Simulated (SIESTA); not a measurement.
PbSe (Clausthalite):

```
Pb Se
1.0
     0.00000    3.06065    3.06065
     3.06065    0.00000    3.06065
     3.06065    3.06065    0.00000
Pb Se
1 1
Direct
  0.00000 0.00000 0.00000
  0.50000 0.50000 0.50000
```

Program: SIESTA 5.4.2. Alike in all runs: task band structure; no spin polarisation; cell as given; k mesh 8 × 8 × 8; smearing fermi-dirac 0.05 eV; grid cutoff 500 Ry; energy shift 0.002 Ry.

**Question.** Order these runs on this cell by their pressure, lowest first.
A. level PW91; potentials or basis PseudoDojo 0.4 standard (PBE files), DZP (energy shift 0.002 Ry)
B. level PW86PBE; potentials or basis PseudoDojo 0.4 standard (PBE files), DZP (energy shift 0.002 Ry)
C. level LDA-PZ; potentials or basis PseudoDojo 0.4 standard (LDA files), DZP (energy shift 0.002 Ry)
D. level vdW-DF-cx; potentials or basis PseudoDojo 0.4 standard (PBE files), DZP (energy shift 0.002 Ry)

**Answer.** C (-0.3 GPa), D (1.9 GPa), A (3.8 GPa), B (6.7 GPa).

Caveats: semicore shells carry a single zeta, which can move pressures by several GPa and volumes by a few percent; the basis of atomic orbitals isn't converged, which shifts pressures, moduli and gaps; the potentials were made for another functional, which shifts forces and pressure (some runs).

Runs at the PBE level aren't shown here.
